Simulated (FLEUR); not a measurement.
# CdSe (F-43m) in FLEUR: a series of runs

The runs below take CdSe through equation of state, with r2SCAN.

All numbers are computed with FLEUR MaX-R8.1 (later development tree); they aren't measurements. Logs are shortened: lines on timing, memory, paths and dates and some standing lists are left out, and cuts for length are marked.

## 1. The structure

Symmetry: F-43m, No. 216, cubic system. Conventional cell: a = 6.141 Å, b = 6.141 Å, c = 6.141 Å, α = 90.00°, β = 90.00°, γ = 90.00°. Cd (site symmetry -43m) is surrounded by 4 Se at 2.66 Å. Around Se (site symmetry -43m) lie 4 Cd at 2.66 Å.

Measurements of this composition are mostly on another form, of space group No. 186.

## 2. Equation of state, r2SCAN, 27.21 Å³/atom (volume scaled by 0.94)

The input, inp.xml:

```xml
<?xml version="1.0" encoding="UTF-8" standalone="no"?>
<fleurInput fleurInputVersion="0.39">
   <comment>
      CdSe                                                                                                
   </comment>
   <calculationSetup>
      <cutoffs Kmax="4.73" Gmax="14.7" GmaxXC="14.7" numbands="0"/>
      <scfLoop itmax="80" minDistance="0.0001" maxIterBroyd="30" imix="Anderson" alpha="0.05" precondParam="0.0" spinf="2.0" sdNocoIR="T"/>
      <coreElectrons ctail="F" frcor="F" kcrel="0" coretail_lmax="0"/>
      <xcFunctional name="LibXC" relativisticCorrections="F">
         <LibXCName exchange="mgga_x_r2scan" correlation="mgga_c_r2scan"/>
         <AuxGGA exchange="117" correlation="130"/>
      </xcFunctional>
      <magnetism jspins="1"/>
      <soc l_soc="F" theta="0.0" phi="0.0" spav="F"/>
      <expertModes spex="0" secvar="F"/>
      <geometryOptimization l_f="F" forcealpha="1.0" forcemix="BFGS" epsdisp="0.00001" epsforce="0.00001"/>
      <ldaU l_linMix="F" mixParam="0.05" spinf="1.0"/>
   </calculationSetup>
   <cell>
      <bzIntegration valenceElectrons="36.0" mode="hist" fermiSmearingEnergy="0.00183747">
         <kPointListSelection listName="default-1"/>
         <!-- k-points included here -->
         <xi:include xmlns:xi="http://www.w3.org/2001/XInclude" href="kpts.xml"> </xi:include>
      </bzIntegration>
      <!-- symmetry operations included here -->
      <xi:include xmlns:xi="http://www.w3.org/2001/XInclude" href="sym.xml"> </xi:include>
      <bulkLattice scale="0.9795861087">
         <bravaisMatrix>
            <row-1>    0.0000000000000000     5.8019716936013745     5.8019716936013745</row-1>
            <row-2>    5.8019716936013745     0.0000000000000000     5.8019716936013745</row-2>
            <row-3>    5.8019716936013745     5.8019716936013745     0.0000000000000000</row-3>
         </bravaisMatrix>
      </bulkLattice>
   </cell>
   <atomSpecies>
      <species name="Cadmium (Cd)" element="Cd" atomicNumber="48">
         <mtSphere radius="2.44" gridPoints="833" logIncrement="0.015"/>
         <atomicCutoffs lmax="10" lnonsphr="10"/>
         <electronConfig flipSpins="F">
            <coreConfig>(1s1/2) (2s1/2) (2p1/2) (2p3/2) (3s1/2) (3p1/2) (3p3/2) (3d3/2) (3d5/2)</coreConfig>
            <valenceConfig>(4s1/2) (4p1/2) (4p3/2) (5s1/2) (4d3/2) (4d5/2)</valenceConfig>
         </electronConfig>
         <energyParameters s="5" p="5" d="4" f="4"/>
         <lo type="SCLO" l="0" n="4" eDeriv="0"/>
         <lo type="SCLO" l="1" n="4" eDeriv="0"/>
         <lo type="SCLO" l="1" n="4" eDeriv="1"/>
         <lo type="SCLO" l="2" n="4" eDeriv="2"/>
         <lo type="SCLO" l="3" n="4" eDeriv="2"/>
      </species>
      <species name="Selenium (Se)" element="Se" atomicNumber="34">
         <mtSphere radius="2.07" gridPoints="707" logIncrement="0.018"/>
         <atomicCutoffs lmax="9" lnonsphr="9"/>
         <electronConfig flipSpins="F">
            <coreConfig>(1s1/2) (2s1/2) (2p1/2) (2p3/2) (3s1/2) (3p1/2) (3p3/2)</coreConfig>
            <valenceConfig>(3d3/2) (3d5/2) (4s1/2) (4p1/2) (4p3/2)</valenceConfig>
            <stateOccupation state="(4p1/2)" spinUp="0.666667" spinDown="0.666667"/>
            <stateOccupation state="(4p3/2)" spinUp="1.333333" spinDown="1.333333"/>
         </electronConfig>
         <energyParameters s="4" p="4" d="4" f="4"/>
         <lo type="SCLO" l="2" n="3" eDeriv="0"/>
         <lo type="SCLO" l="0" n="4" eDeriv="2"/>
         <lo type="SCLO" l="1" n="4" eDeriv="2"/>
         <lo type="SCLO" l="3" n="4" eDeriv="2"/>
      </species>
   </atomSpecies>
   <atomGroups>
      <atomGroup species="Cadmium (Cd)">
         <relPos label="                   1">.0000000000 .0000000000 .0000000000</relPos>
         <force calculate="T" relaxXYZ="TTT"/>
      </atomGroup>
      <atomGroup species="Selenium (Se)">
         <relPos label="                   2">1.000/4.000 1.000/4.000 1.000/4.000</relPos>
         <force calculate="T" relaxXYZ="TTT"/>
      </atomGroup>
   </atomGroups>
   <output dos="F" band="F" slice="F">
      <checks vchk="F" cdinf="F"/>
      <bandDOS minEnergy="-.5*Htr" maxEnergy="0.5*Htr" sigma="0.015" storeEVData="T"/>
      <vacuumDOS vacdos="F" integ="F" star="F" nstars="0" locx1="0.0" locy1="0.0" locx2="0.0" locy2="0.0" nstm="0" tworkf="0.0"/>
      <unfoldingBand unfoldBand="F" supercellX="1" supercellY="1" supercellZ="1"/>
      <plotting iplot="0" polar="F">
         <plot TwoD="T" vec1="  1.0  0.0  0.0" vec2="  0.0  1.0  0.0" vec3="  0.0  0.0  1.0" zero="  0.0  0.0  0.0" file="plot"/>
      </plotting>
      <chargeDensitySlicing numkpt="0" minEigenval="0.0" maxEigenval="0.0" nnne="0" pallst="F"/>
      <specialOutput eonly="F"/>
      <moessbauerParams electricFieldGradient="T" isomerShift="T" coreHyperfine="T" valenceHyperfine="T"/>
      <magneticCircularDichroism mcd="F" energyLo="-10.0" energyUp="0.0"/>
   </output>
  <!-- We include the file relax.xml here to enable relaxations (see documentation) -->
  <xi:include xmlns:xi="http://www.w3.org/2001/XInclude" href="relax.xml"> <xi:fallback/> </xi:include>
</fleurInput>
```

Potentials or basis: all-electron, FLAPW.

On the command line:

```bash
> inpgen -f crystal.txt -profile fastHighL
> # inp.xml edited to the form shown
> fleur_MPI
```

The log of the run:

```text
Welcome to FLEUR        (www.flapw.de)
      MaX-Release 8.1          (www.max-centre.eu)
 func_ids         498         497         498         497
 MetaGGA potential functional detected - V_tau will be computed
 Auxiliary Potential for radial basis: exchange=         117  correlation=         130
The functional 'Re-regularized SCAN exchange by Furness et al' is an exchange functional, it belongs to the 'MGGA' family and is defined in the reference(s):
[1] J. W. Furness, A. D. Kaplan, J. Ning, J. P. Perdew, and J. Sun.,  J. Phys. Chem. Lett. 11, 8208-8215 (2020)
[2] J. W. Furness, A. D. Kaplan, J. Ning, J. P. Perdew, and J. Sun.,  J. Phys. Chem. Lett. 11, 9248-9248 (2020)
The functional 'Re-regularized SCAN correlation by Furness et al' is a correlation functional, it belongs to the 'MGGA' family and is defined in the reference(s):
[1] J. W. Furness, A. D. Kaplan, J. Ning, J. P. Perdew, and J. Sun.,  J. Phys. Chem. Lett. 11, 8208-8215 (2020)
[2] J. W. Furness, A. D. Kaplan, J. Ning, J. P. Perdew, and J. Sun.,  J. Phys. Chem. Lett. 11, 9248-9248 (2020)
 Using same functional for VXC and EXC

 ========== k-point set info ==========
 Selected k-point list: default-1
 k-point list type: mesh
 8 x 8 x 8
 Number of k points: 29

 ------------Calculation Setup---------------------------
 Number of MPI-tasks      :            1
 Number of PE/node        :            1
 Number of OMP-threads    :            1
 Most efficient MPI parallelization for:
           1          29
 Additional eigenvalue parallelization possible
 Number of basis functions:          740
 Approximate size of matrices (H+S) per k-point:         0.016 GB
 --------------------------------------------------------
The functional 'Hammer, Hansen, and Norskov' is an exchange functional, it belongs to the 'GGA' family and is defined in the reference(s):
[1] B. Hammer, L. B. Hansen, and J. K. Nørskov.,  Phys. Rev. B 59, 7413 (1999)
The functional 'Perdew, Burke & Ernzerhof' is a correlation functional, it belongs to the 'GGA' family and is defined in the reference(s):
[1] J. P. Perdew, K. Burke, and M. Ernzerhof.,  Phys. Rev. Lett. 77, 3865 (1996)
[2] J. P. Perdew, K. Burke, and M. Ernzerhof.,  Phys. Rev. Lett. 78, 1396 (1997)
 Using same functional for VXC and EXC
 Using auxiliary GGA potential for the first iteration of MetaGGA calculation.
 Reset of history
 Reset of history
 Iteration:     1   Distance:      21.88185245 me/bohr^3
The functional 'Hammer, Hansen, and Norskov' is an exchange functional, it belongs to the 'GGA' family and is defined in the reference(s):
[1] B. Hammer, L. B. Hansen, and J. K. Nørskov.,  Phys. Rev. B 59, 7413 (1999)
The functional 'Perdew, Burke & Ernzerhof' is a correlation functional, it belongs to the 'GGA' family and is defined in the reference(s):
[1] J. P. Perdew, K. Burke, and M. Ernzerhof.,  Phys. Rev. Lett. 77, 3865 (1996)
[2] J. P. Perdew, K. Burke, and M. Ernzerhof.,  Phys. Rev. Lett. 78, 1396 (1997)
 Using same functional for VXC and EXC
 Iteration:     2   Distance:      20.65810680 me/bohr^3
The functional 'Hammer, Hansen, and Norskov' is an exchange functional, it belongs to the 'GGA' family and is defined in the reference(s):
[1] B. Hammer, L. B. Hansen, and J. K. Nørskov.,  Phys. Rev. B 59, 7413 (1999)
The functional 'Perdew, Burke & Ernzerhof' is a correlation functional, it belongs to the 'GGA' family and is defined in the reference(s):
[1] J. P. Perdew, K. Burke, and M. Ernzerhof.,  Phys. Rev. Lett. 77, 3865 (1996)
[2] J. P. Perdew, K. Burke, and M. Ernzerhof.,  Phys. Rev. Lett. 78, 1396 (1997)
 Using same functional for VXC and EXC
 Iteration:     3   Distance:      19.54144658 me/bohr^3
The functional 'Hammer, Hansen, and Norskov' is an exchange functional, it belongs to the 'GGA' family and is defined in the reference(s):
[1] B. Hammer, L. B. Hansen, and J. K. Nørskov.,  Phys. Rev. B 59, 7413 (1999)
The functional 'Perdew, Burke & Ernzerhof' is a correlation functional, it belongs to the 'GGA' family and is defined in the reference(s):
[1] J. P. Perdew, K. Burke, and M. Ernzerhof.,  Phys. Rev. Lett. 77, 3865 (1996)
[2] J. P. Perdew, K. Burke, and M. Ernzerhof.,  Phys. Rev. Lett. 78, 1396 (1997)
 Using same functional for VXC and EXC
 Iteration:     4   Distance:       6.16455274 me/bohr^3
The functional 'Hammer, Hansen, and Norskov' is an exchange functional, it belongs to the 'GGA' family and is defined in the reference(s):
[1] B. Hammer, L. B. Hansen, and J. K. Nørskov.,  Phys. Rev. B 59, 7413 (1999)
The functional 'Perdew, Burke & Ernzerhof' is a correlation functional, it belongs to the 'GGA' family and is defined in the reference(s):
[1] J. P. Perdew, K. Burke, and M. Ernzerhof.,  Phys. Rev. Lett. 77, 3865 (1996)
[2] J. P. Perdew, K. Burke, and M. Ernzerhof.,  Phys. Rev. Lett. 78, 1396 (1997)
 Using same functional for VXC and EXC
 Iteration:     5   Distance:       1.51749959 me/bohr^3
The functional 'Hammer, Hansen, and Norskov' is an exchange functional, it belongs to the 'GGA' family and is defined in the reference(s):
[1] B. Hammer, L. B. Hansen, and J. K. Nørskov.,  Phys. Rev. B 59, 7413 (1999)
The functional 'Perdew, Burke & Ernzerhof' is a correlation functional, it belongs to the 'GGA' family and is defined in the reference(s):
[1] J. P. Perdew, K. Burke, and M. Ernzerhof.,  Phys. Rev. Lett. 77, 3865 (1996)
[2] J. P. Perdew, K. Burke, and M. Ernzerhof.,  Phys. Rev. Lett. 78, 1396 (1997)
 Using same functional for VXC and EXC
 Iteration:     6   Distance:       1.11960644 me/bohr^3
The functional 'Hammer, Hansen, and Norskov' is an exchange functional, it belongs to the 'GGA' family and is defined in the reference(s):
[1] B. Hammer, L. B. Hansen, and J. K. Nørskov.,  Phys. Rev. B 59, 7413 (1999)
The functional 'Perdew, Burke & Ernzerhof' is a correlation functional, it belongs to the 'GGA' family and is defined in the reference(s):
[1] J. P. Perdew, K. Burke, and M. Ernzerhof.,  Phys. Rev. Lett. 77, 3865 (1996)
[2] J. P. Perdew, K. Burke, and M. Ernzerhof.,  Phys. Rev. Lett. 78, 1396 (1997)
 Using same functional for VXC and EXC
 Iteration:     7   Distance:       0.19884758 me/bohr^3
The functional 'Hammer, Hansen, and Norskov' is an exchange functional, it belongs to the 'GGA' family and is defined in the reference(s):
[1] B. Hammer, L. B. Hansen, and J. K. Nørskov.,  Phys. Rev. B 59, 7413 (1999)
The functional 'Perdew, Burke & Ernzerhof' is a correlation functional, it belongs to the 'GGA' family and is defined in the reference(s):
[1] J. P. Perdew, K. Burke, and M. Ernzerhof.,  Phys. Rev. Lett. 77, 3865 (1996)
[2] J. P. Perdew, K. Burke, and M. Ernzerhof.,  Phys. Rev. Lett. 78, 1396 (1997)
 Using same functional for VXC and EXC
 Iteration:     8   Distance:       0.20567906 me/bohr^3
The functional 'Hammer, Hansen, and Norskov' is an exchange functional, it belongs to the 'GGA' family and is defined in the reference(s):
[1] B. Hammer, L. B. Hansen, and J. K. Nørskov.,  Phys. Rev. B 59, 7413 (1999)
The functional 'Perdew, Burke & Ernzerhof' is a correlation functional, it belongs to the 'GGA' family and is defined in the reference(s):
[1] J. P. Perdew, K. Burke, and M. Ernzerhof.,  Phys. Rev. Lett. 77, 3865 (1996)
[2] J. P. Perdew, K. Burke, and M. Ernzerhof.,  Phys. Rev. Lett. 78, 1396 (1997)
 Using same functional for VXC and EXC
 Iteration:     9   Distance:       0.07410103 me/bohr^3
[... 8 lines left out ...]
[1] B. Hammer, L. B. Hansen, and J. K. Nørskov.,  Phys. Rev. B 59, 7413 (1999)
The functional 'Perdew, Burke & Ernzerhof' is a correlation functional, it belongs to the 'GGA' family and is defined in the reference(s):
[1] J. P. Perdew, K. Burke, and M. Ernzerhof.,  Phys. Rev. Lett. 77, 3865 (1996)
[2] J. P. Perdew, K. Burke, and M. Ernzerhof.,  Phys. Rev. Lett. 78, 1396 (1997)
 Using same functional for VXC and EXC
 Iteration:    11   Distance:       0.00792587 me/bohr^3
The functional 'Hammer, Hansen, and Norskov' is an exchange functional, it belongs to the 'GGA' family and is defined in the reference(s):
[1] B. Hammer, L. B. Hansen, and J. K. Nørskov.,  Phys. Rev. B 59, 7413 (1999)
The functional 'Perdew, Burke & Ernzerhof' is a correlation functional, it belongs to the 'GGA' family and is defined in the reference(s):
[1] J. P. Perdew, K. Burke, and M. Ernzerhof.,  Phys. Rev. Lett. 77, 3865 (1996)
[2] J. P. Perdew, K. Burke, and M. Ernzerhof.,  Phys. Rev. Lett. 78, 1396 (1997)
 Using same functional for VXC and EXC
 Iteration:    12   Distance:       0.00460047 me/bohr^3
The functional 'Hammer, Hansen, and Norskov' is an exchange functional, it belongs to the 'GGA' family and is defined in the reference(s):
[1] B. Hammer, L. B. Hansen, and J. K. Nørskov.,  Phys. Rev. B 59, 7413 (1999)
The functional 'Perdew, Burke & Ernzerhof' is a correlation functional, it belongs to the 'GGA' family and is defined in the reference(s):
[1] J. P. Perdew, K. Burke, and M. Ernzerhof.,  Phys. Rev. Lett. 77, 3865 (1996)
[2] J. P. Perdew, K. Burke, and M. Ernzerhof.,  Phys. Rev. Lett. 78, 1396 (1997)
 Using same functional for VXC and EXC
 Iteration:    13   Distance:       0.00102169 me/bohr^3
The functional 'Hammer, Hansen, and Norskov' is an exchange functional, it belongs to the 'GGA' family and is defined in the reference(s):
[1] B. Hammer, L. B. Hansen, and J. K. Nørskov.,  Phys. Rev. B 59, 7413 (1999)
The functional 'Perdew, Burke & Ernzerhof' is a correlation functional, it belongs to the 'GGA' family and is defined in the reference(s):
[1] J. P. Perdew, K. Burke, and M. Ernzerhof.,  Phys. Rev. Lett. 77, 3865 (1996)
[2] J. P. Perdew, K. Burke, and M. Ernzerhof.,  Phys. Rev. Lett. 78, 1396 (1997)
 Using same functional for VXC and EXC
 Iteration:    14   Distance:       0.00017104 me/bohr^3
The functional 'Hammer, Hansen, and Norskov' is an exchange functional, it belongs to the 'GGA' family and is defined in the reference(s):
[1] B. Hammer, L. B. Hansen, and J. K. Nørskov.,  Phys. Rev. B 59, 7413 (1999)
The functional 'Perdew, Burke & Ernzerhof' is a correlation functional, it belongs to the 'GGA' family and is defined in the reference(s):
[1] J. P. Perdew, K. Burke, and M. Ernzerhof.,  Phys. Rev. Lett. 77, 3865 (1996)
[2] J. P. Perdew, K. Burke, and M. Ernzerhof.,  Phys. Rev. Lett. 78, 1396 (1997)
 Using same functional for VXC and EXC
 Iteration:    15   Distance:       0.00017255 me/bohr^3
The functional 'Hammer, Hansen, and Norskov' is an exchange functional, it belongs to the 'GGA' family and is defined in the reference(s):
[1] B. Hammer, L. B. Hansen, and J. K. Nørskov.,  Phys. Rev. B 59, 7413 (1999)
The functional 'Perdew, Burke & Ernzerhof' is a correlation functional, it belongs to the 'GGA' family and is defined in the reference(s):
[1] J. P. Perdew, K. Burke, and M. Ernzerhof.,  Phys. Rev. Lett. 77, 3865 (1996)
[2] J. P. Perdew, K. Burke, and M. Ernzerhof.,  Phys. Rev. Lett. 78, 1396 (1997)
 Using same functional for VXC and EXC
 Iteration:    16   Distance:       0.00001976 me/bohr^3

 ********************************************************************
 Run finished successfully
 Stop message:
   all done
 ********************************************************************
```

It took 5.9 min on 1 thread of Intel Xeon at 2.50GHz (Skylake/Cascade Lake), shared host; peak memory 0.11 GiB.

Results:

```yaml
Free_energy: -218415.9144 eV
Band_gap_on_the_k_mesh: 1.16 eV, direct
Valence_electrons_inside_the_program's_atomic_spheres: Cd 18.33; Se 13.53 (radii Cd 2.44, Se 2.07 bohr)
```

Caveat: the meta-GGA is that of a development version, with a GGA for the radial functions and cores and without core tails.

## 3. Equation of state, r2SCAN, 27.78 Å³/atom (volume scaled by 0.96)

inp.xml: that of step 2 with these lines changed.

```diff
@@ -27,3 +27,3 @@
       <xi:include xmlns:xi="http://www.w3.org/2001/XInclude" href="sym.xml"> </xi:include>
-      <bulkLattice scale="0.9795861087">
+      <bulkLattice scale="0.9864848297">
          <bravaisMatrix>
```

Potentials or basis: all-electron, FLAPW.

On the command line:

```bash
> inpgen -f crystal.txt -profile fastHighL
> # inp.xml edited to the form shown
> fleur_MPI
```

Run time: 6.3 min. Hardware: 1 thread of Intel Xeon at 2.50GHz (Skylake/Cascade Lake), shared host; peak memory 0.11 GiB.

Results (log left out):

| Quantity | Value |
| --- | --- |
| Free energy | -218415.9349 eV |
| Band gap on the k mesh | 1.12 eV, direct |
| Valence electrons inside the program's atomic spheres | Cd 18.31; Se 13.52 (radii Cd 2.44, Se 2.07 bohr) |

Caveat: the meta-GGA is that of a development version, with a GGA for the radial functions and cores and without core tails.

## 4. Equation of state, r2SCAN, 28.94 Å³/atom

inp.xml: that of step 3 with these lines changed.

```diff
@@ -27,3 +27,3 @@
       <xi:include xmlns:xi="http://www.w3.org/2001/XInclude" href="sym.xml"> </xi:include>
-      <bulkLattice scale="0.9864848297">
+      <bulkLattice scale="1.0000000000">
          <bravaisMatrix>
```

On the command line:

```bash
> inpgen -f crystal.txt -profile fastHighL
> # inp.xml edited to the form shown
> fleur_MPI
```

Wall time 6.7 min (1 thread of Intel Xeon at 2.50GHz (Skylake/Cascade Lake), shared host); peak memory 0.11 GiB.

It converged, with:

* Free energy: -218415.9489 eV
* Band gap on the k mesh: 1.02 eV, direct
* Valence electrons inside the program's atomic spheres: Cd 18.28; Se 13.50 (radii Cd 2.44, Se 2.07 bohr)

Caveat: the meta-GGA is that of a development version, with a GGA for the radial functions and cores and without core tails.

## 5. Equation of state, r2SCAN, 30.10 Å³/atom (volume scaled by 1.04)

inp.xml: that of step 4 with these lines changed.

```diff
@@ -27,3 +27,3 @@
       <xi:include xmlns:xi="http://www.w3.org/2001/XInclude" href="sym.xml"> </xi:include>
-      <bulkLattice scale="1.0000000000">
+      <bulkLattice scale="1.0131594038">
          <bravaisMatrix>
```

On the command line:

```bash
> inpgen -f crystal.txt -profile fastHighL
> # inp.xml edited to the form shown
> fleur_MPI
```

Wall time 7.4 min (1 thread of Intel Xeon at 2.50GHz (Skylake/Cascade Lake), shared host); peak memory 0.11 GiB.

It converged, with:

```yaml
Free_energy: -218415.9341 eV
Band_gap_on_the_k_mesh: 0.93 eV, direct
Valence_electrons_inside_the_program's_atomic_spheres: Cd 18.25; Se 13.48 (radii Cd 2.44, Se 2.07 bohr)
```

Caveat: the meta-GGA is that of a development version, with a GGA for the radial functions and cores and without core tails.

## 6. Equation of state, r2SCAN, 30.68 Å³/atom (volume scaled by 1.06)

inp.xml: that of step 5 with these lines changed.

```diff
@@ -27,3 +27,3 @@
       <xi:include xmlns:xi="http://www.w3.org/2001/XInclude" href="sym.xml"> </xi:include>
-      <bulkLattice scale="1.0131594038">
+      <bulkLattice scale="1.0196128224">
          <bravaisMatrix>
```

Potentials or basis: all-electron, FLAPW.

On the command line:

```bash
> inpgen -f crystal.txt -profile fastHighL
> # inp.xml edited to the form shown
> fleur_MPI
```

Run time: 7.6 min. Hardware: 1 thread of Intel Xeon at 2.50GHz (Skylake/Cascade Lake), shared host; peak memory 0.11 GiB.

Results (log left out):

| Property | Result |
| --- | --- |
| Free energy | -218415.9173 eV |
| Band gap on the k mesh | 0.88 eV, direct |
| Valence electrons inside the program's atomic spheres | Cd 18.23; Se 13.47 (radii Cd 2.44, Se 2.07 bohr) |

Caveat: the meta-GGA is that of a development version, with a GGA for the radial functions and cores and without core tails.

## 7. Equation of state, r2SCAN

This step only gathers the single runs of the series.

Results:

```
Equilibrium volume : 28.88 Å³/atom
Bulk modulus       : 51 GPa
```

Energy against volume, from the lowest point:
```
volume (Å³/atom)  energy (meV/atom)
          27.206              17.29
          27.784               7.01
          28.942               0.00
          30.100               7.44
          30.679              15.84
```

Caveat: the meta-GGA is that of a development version, with a GGA for the radial functions and cores and without core tails.
